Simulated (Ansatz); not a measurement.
A run of Ansatz 0.2.0 is set up as follows.

The input input.yaml:

```yaml
crystal:
  lattice:
    - [-1.9796595667, 1.9796595667, 1.9796595667]
    - [1.9796595667, -1.9796595667, 1.9796595667]
    - [1.9796595667, 1.9796595667, -1.9796595667]
  atoms:
    - { symbol: Pb, position: [0.0, 0.0, 0.0] }
hamiltonian:
  xc: revpbe
  pseudopotentials: { kind: paw }
kpoints:
  mp_grid: { grid: [9, 9, 9] }
scf:
  occupations: { method: fermi_dirac, width: 0.05 }
output:
  forces: true
  stress: true
  eigenvalues: true
relax:
  f_tol: 0.01
  max_steps: 40
  cell: { stress_tol: 0.05 }
```

Potentials or basis: Ansatz PAW.

Run with:

```console
$ ansatz run input.yaml --threads 2 --pin off --max-ram 5632MiB --backend cpu --events-out ev --progress --plain --runs-dir out
```

(1) Predict the space group after relaxing (to 0.05 Å).

(2) Predict the band gap on the k mesh.

Answers

(1) Im-3m (No. 229).

(2) none (metal or under the smearing width).
